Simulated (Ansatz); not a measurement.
# TiAl₃: random displacements

Computed with DFT PBEsol, scalar-relativistic, plane waves, PAW in Ansatz 0.2.0. Settings: plane waves to 420 eV, k-mesh 12×12×12 (Γ-centred), Gaussian smearing 0.15 eV. No spin polarisation. Energies are free energies at this smearing, counted from the undisturbed cell; pressure is positive in compression.

The undisturbed cell (relaxed at this level; this form isn't the usual structure):

```xyz
4
Lattice="3.9483 0.0000 0.0000 0.0000 3.9483 0.0000 0.0000 0.0000 3.9483" Properties=species:S:1:pos:R:3 pbc="T T T"
Ti    0.0000    0.0000    0.0000
Al    1.9742    1.9742    0.0000
Al    1.9742    0.0000    1.9742
Al    0.0000    1.9742    1.9742
```

The atoms are displaced (Å, in the unstrained cell):

```csv
atom,ux,uy,uz
Ti1,-0.043,-0.015,-0.024
Al2,0.178,0.004,-0.021
Al3,-0.043,0.078,0.135
Al4,-0.092,-0.067,-0.090
```

The cell is not strained.

(1) What are the energy change, the stress and the forces?

Answers

(1) ΔE = 96.5 meV/atom; stress (xx, yy, zz, yz, xz, xy; compression positive) (2.94, 2.44, 2.62, 0.54, 0.81, 0.73) GPa.
```tsv
atom	Fx (eV/Å)	Fy	Fz
Ti1	0.85	-0.04	0.37
Al2	-1.79	0.14	0.16
Al3	-0.09	-0.74	-1.16
Al4	1.03	0.64	0.63
```

Cost: 1 run of about 1.1 core-minutes, on Arm Neoverse V2 (shared hosts).